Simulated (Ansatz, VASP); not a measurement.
# SiW2 in VASP and in Ansatz

```
Si W
1.0
    -2.98786    2.98786    2.46239
     2.98786   -2.98786    2.46239
     2.98786    2.98786   -2.46239
Si W
2 4
Direct
  0.25000 0.25000 0.00000
  0.75000 0.75000 0.00000
  0.15853 0.65853 0.81705
  0.84147 0.34147 0.18295
  0.65853 0.84147 0.50000
  0.34147 0.15853 0.50000
```

Alike in both runs: functional PBE; k mesh 4 × 4 × 4; occupations gaussian, width 0.2 eV; no spin polarisation.

Ansatz relaxed the structure, and its values are those at the end. VASP's run is a single point on that final structure, the one shown.

|  | VASP | Ansatz |
| --- | --- | --- |
| version | VASP 6.6.1 | Ansatz 0.2.0 |
| potentials or method | VASP PAW PBE potentials, release 64 (Si, W_sv) | scalar-relativistic, plane waves, PAW |
| plane-wave cutoff (eV) | 520 | 420 |
| valence electrons in the cell | 64 | 64 |

Ansatz gave:

- gap on the k mesh at the Fermi level (eV): none
- pressure (GPa): 0.1
- rms of the force components (eV/Å): 0.003

Task: Estimate VASP's values.

Result: gap on the k mesh at the Fermi level (eV): none; pressure (GPa): 0.3; rms of the force components (eV/Å): 0.009.

A gap of «none» marks a metal or a gap that the smearing closes.

Caveats: the k mesh is coarse (spacing up to 0.41 Å⁻¹), so the values aren't converged. Spin-orbit coupling is left out, which matters for the levels of W.
